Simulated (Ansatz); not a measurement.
# CaF2 (Fm-3m): all-electron equation of state in Python

A script is to give an all-electron equation of state; the system is CaF2 (Fm-3m).

All numbers are computed with Ansatz 0.2.0, driven from Python. Level of theory: DFT PBE, all-electron LAPW.

## (1) Starting point

Symmetry: Fm-3m, No. 225, cubic system. Conventional cell: a = 5.462 Å, b = 5.462 Å, c = 5.462 Å, α = 90.00°, β = 90.00°, γ = 90.00°. Around Ca (site symmetry m-3m) lie 8 F at 2.37 Å. Around F (site symmetry -43m) lie 4 Ca at 2.37 Å.

No structure file is read: the coordinates are typed or built in the script.

## (2) The code

File eos_lapw_caf2.py:

```python
"""E(V) of CaF2 on LAPW."""

import warnings

import ansatz
from ase.eos import EquationOfState
from ase.units import GPa
import numpy as np

vectors0 = np.array([
    [0.0, 2.731, 2.731],
    [2.731, 0.0, 2.731],
    [2.731, 2.731, 0.0],
])
sites = [
    ("Ca", (0.0, 0.0, 0.0)),
    ("F", (0.25, 0.25, 0.25)),
    ("F", (0.75, 0.75, 0.75)),
]


def on_lattice(cell):
    crystal = ansatz.Crystal(lattice=ansatz.Lattice.of(cell))
    for symbol, position in sites:
        crystal = crystal.atom(symbol, position)
    return crystal


def main() -> None:
    warnings.simplefilter("ignore", ansatz.DeckWarning)

    volumes, energies = [], []
    for scale in np.linspace(0.94, 1.06, 7):
        cell = vectors0 * scale ** (1 / 3)
        calculation = (
            on_lattice(cell).calculation()
            .functional("pbe")
            .occupations("Fixed")
            .mixing("broyden", preconditioner="resta")
            .kpoints(6, 6, 6)
            .pseudopotentials("all_electron", lapw=True, relativity="none")
        )
        r = calculation.run().report
        volumes.append(abs(np.linalg.det(cell)) / len(sites))
        energies.append(r["free_energy_ev"] / len(sites))
        print(f"{scale:.3f} {volumes[-1]:9.4f} A^3/atom {energies[-1]:16.5f} eV/atom  (estimated basis error {1000 * r['lapw_basis_errors']['total_ev_per_atom']:.2f} meV/atom)")
    v0, e0, bulk = EquationOfState(volumes, energies, eos="birchmurnaghan").fit()
    print(f"V0 = {v0:.4f} A^3/atom, B0 = {bulk / GPa:.1f} GPa")


if __name__ == "__main__":
    main()
```

## (3) What the engine is handed

The package turns the script's settings into the engine's input (first run):

```yaml
crystal:
  lattice:
    - [0.0, 2.6752496629021985, 2.6752496629021985]
    - [2.6752496629021985, 0.0, 2.6752496629021985]
    - [2.6752496629021985, 2.6752496629021985, 0.0]
  atoms:
    - { symbol: Ca, position: [0.0, 0.0, 0.0] }
    - { symbol: F, position: [0.25, 0.25, 0.25] }
    - { symbol: F, position: [0.75, 0.75, 0.75] }
kpoints:
  mp_grid:
    grid: [6, 6, 6]
hamiltonian:
  xc: pbe
  pseudopotentials:
    kind: all_electron
    relativity: none
    lapw: {}
scf:
  mixing:
    algorithm: broyden
    preconditioner: resta
  occupations:
    method: fixed
```

## (4) Running it

Launch:

```console
$ python eos_lapw_caf2.py
```

**Question.** Estimate the equilibrium volume and the bulk modulus.

**Answer**, as computed:

| quantity | value |
| --- | --- |
| runs compared | 7 |
| range of energy | 28.94 meV/atom |
| lowest point, volume (Å³/atom) | 13.851 |
| equilibrium volume (fit) | 13.96 Å³/atom |
| bulk modulus (fit) | 78 GPa |

**Reading.** A third-order Birch-Murnaghan fit through the 7 points has its minimum at 13.96 Å³ an atom, 2.8 % above the typed cell, with a bulk modulus of 78 GPa and dB/dP = 4.4. From that minimum the energy rises by 29.2 meV an atom on the compressed side and 3.1 meV on the expanded side.
